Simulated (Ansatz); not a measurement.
**Trigonal deformation path in NaI**

Level of theory: Ansatz, DFT PBE, scalar-relativistic, plane waves, PAW. Settings: plane waves to 420 eV, k-mesh 8×8×8 (Γ-centred), Gaussian smearing 0.05 eV. Spin–orbit coupling is left out, which matters for the heavy elements here. No spin polarisation. Energies are free energies at this smearing, counted from the undisturbed cell; pressure is positive in compression.

Reference structure (as given, not relaxed at this level; it stands at 0.4 GPa):

```
Na I
1.0
     0.00000    3.23640    3.23640
     3.23640    0.00000    3.23640
     3.23640    3.23640    0.00000
Na I
1 1
Direct
  0.00000 0.00000 0.00000
  0.50000 0.50000 0.50000
```

At fixed volume and fractional coordinates, lengths along (0.577, 0.577, 0.577) are scaled against those across it; ρ is that ratio over its starting value. At ρ = 0.500 the cell becomes cubic (Pm-3m), and there the slope of the energy vanishes by symmetry.

| ρ | ΔE (meV/atom) |
| --- | --- |
| 0.500 | 155.4 |
| 0.600 | 134.1 |
| 0.710 | 81.1 |
| 0.850 | 22.8 |
| 0.930 | 5.0 |
| 1.000 | 0.0 |
| 1.080 | 6.5 |
| 1.200 | 40.2 |
| 1.410 | 168.0 |
| 1.700 | 481.8 |
| 2.000 | 838.0 |

(1) Predict the gap on the mesh (eV) at each point.

Answers

(1)
| ρ | gap on the mesh (eV) |
| --- | --- |
| 0.500 | 2.26 |
| 0.600 | 2.53 |
| 0.710 | 2.73 |
| 0.850 | 3.14 |
| 0.930 | 3.42 |
| 1.000 | 3.64 |
| 1.080 | 3.47 |
| 1.200 | 3.02 |
| 1.410 | 1.78 |
| 1.700 | 0.00 |
| 2.000 | 0.00 |
Where the gap reads zero the k-mesh, chosen for the insulator, is on the coarse side.